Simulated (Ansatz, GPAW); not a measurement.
**One calculation of Ti, 3 ways**

```
CELL_PARAMETERS angstrom
0.00000 2.03000 2.03000
2.03000 0.00000 2.03000
2.03000 2.03000 0.00000
ATOMIC_POSITIONS crystal
Ti 0.00000 0.00000 0.00000
```

This isn't the form of Ti at room conditions, which is hcp.

Alike in all runs: task single point; functional LDA; k mesh 11 × 11 × 11; occupations gaussian, width 0.02 eV; no spin polarisation; no spin-orbit coupling. LDA stands for any of its common fits. Pressure is positive in compression and, in plane waves, holds the error of the finite cutoff, which Ansatz's Pulay term estimates and takes out.

```csv
program and potentials,plane-wave cutoff (eV),notes,pressure (GPa)
"Ansatz, Ansatz PAW",420,"potentials made for PBE, which Ansatz adapts in part; Pulay term of +0.04 GPa included",-5.34
"Ansatz, all-electron LAPW, scalar-relativistic",-,-,?
"GPAW, the program's PAW data sets (release 1.2.1) made for this functional",600,-,-5.79
```

**Question.** Estimate from the other rows what the run with Ansatz, all-electron LAPW, scalar-relativistic gave.

**Answer.** Pressure -5.33 GPa. The other rows, which needn't bracket it: pressure -5.79 to -5.34.
